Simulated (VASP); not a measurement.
Input of a VASP 6.6.1 run:

The input POSCAR:

```
BN
1.0
    0.0000000000      1.8048321642      1.8048321642
    1.8048321642      0.0000000000      1.8048321642
    1.8048321642      1.8048321642      0.0000000000
B N
1 1
Direct
    0.0000000000      0.0000000000      0.0000000000
    0.2500000000      0.2500000000      0.2500000000
```

Contents of INCAR.step1:

```
  PREC = Accurate
  ENCUT = 520
  ISMEAR = 0
  SIGMA = 0.01
  LREAL = False
  LASPH = True
  NELM = 100
  NBANDS = 11
  GGA = PE
  ALGO = Normal
  EDIFF = 1E-4
  LWAVE = True
  LCHARG = False
```

The input INCAR.step2:

```
  PREC = Accurate
  ENCUT = 520
  EDIFF = 1E-7
  ISMEAR = 0
  SIGMA = 0.01
  LREAL = False
  LASPH = True
  NELM = 100
  ALGO = Normal
  ISIF = 2
  LWAVE = False
  LCHARG = True
  METAGGA = R2SCAN
  LMIXTAU = True
  LELF = True
  LVHAR = True
  NBANDS = 11
  ISTART = 1
```

Contents of KPOINTS:

```
Automatic mesh
0
Gamma
  10 10 10
```

Potentials or basis: VASP PAW PBE potentials, release 64 (B, N).

The run is started by

```sh
$ cat potpaw_PBE.64/B/POTCAR potpaw_PBE.64/N/POTCAR > POTCAR
$ cp INCAR.step1 INCAR
$ mpirun -np 1 vasp_std > vasp.out
$ cp INCAR.step2 INCAR
$ mpirun -np 1 vasp_std > vasp.out
```

(1) Predict the pressure.

(2) Predict the band gap on the k mesh.

Answers

(1) 1.1 GPa.

(2) 4.98 eV, indirect (least direct gap 9.55 eV).

Caveat: the PAW data sets were made with another functional, which shifts forces and pressure a little.

**The experiment to reproduce.**

From a printed reference work, monograph, for a bulk crystal of BN at 300 K: band gap 6.4 eV (indirect).

Measured gap of BN: 6.4 eV (indirect; 300 K; a printed reference work, monograph). This calculation gives 4.98 eV (-1.42 eV). The value is that of r2SCAN on a finite k mesh, which can miss the band edges, without temperature or zero-point motion.
